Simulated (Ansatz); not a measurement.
HfO2:

```
CELL_PARAMETERS angstrom
3.55802 0.00000 0.00000
0.00000 3.55802 0.00000
0.00000 0.00000 5.17186
ATOMIC_POSITIONS crystal
Hf 0.00000 0.00000 0.00000
Hf 0.50000 0.50000 0.50000
O 0.00000 0.50000 0.19721
O 0.50000 0.00000 0.30279
O 0.50000 0.00000 0.80279
O 0.00000 0.50000 0.69721
```

Measurements of this composition are mostly on another form, of space group No. 14.

Base run:

| Property | Result |
| --- | --- |
| Program | Ansatz 0.2.0 |
| Functional | PBE |
| Potentials or basis | Ansatz PAW earlier set |
| Cutoff | 900 eV |
| Density cutoff | 3600 eV |
| k mesh | 8 × 8 × 5 |
| Occupations | fermi-dirac, width 0.05 eV |
| Spin | no spin polarisation |

Its results: band gap on the k mesh 4.77 eV, indirect (least direct gap 4.83 eV); pressure 10.1 GPa; largest force 0.140 eV/Å.

Question: The run is repeated on the same cell with these changes: potentials or basis from Ansatz PAW earlier set to SPMS NC; cutoff from 900 eV to 1034 eV (not typed: the program's choice for these potentials); valence electrons from 76 to 48. What comes out?

Answer: Band gap on the k mesh 4.81 eV, indirect (least direct gap 4.88 eV); pressure 7.6 GPa; largest force 0.066 eV/Å.

Caveats: odd divisions of the mesh miss points on the zone boundary, where band edges often lie, so the gap on the mesh can be too wide; spin-orbit coupling is left out, which moves the levels of the heavy elements.

A k mesh can miss the band edges.
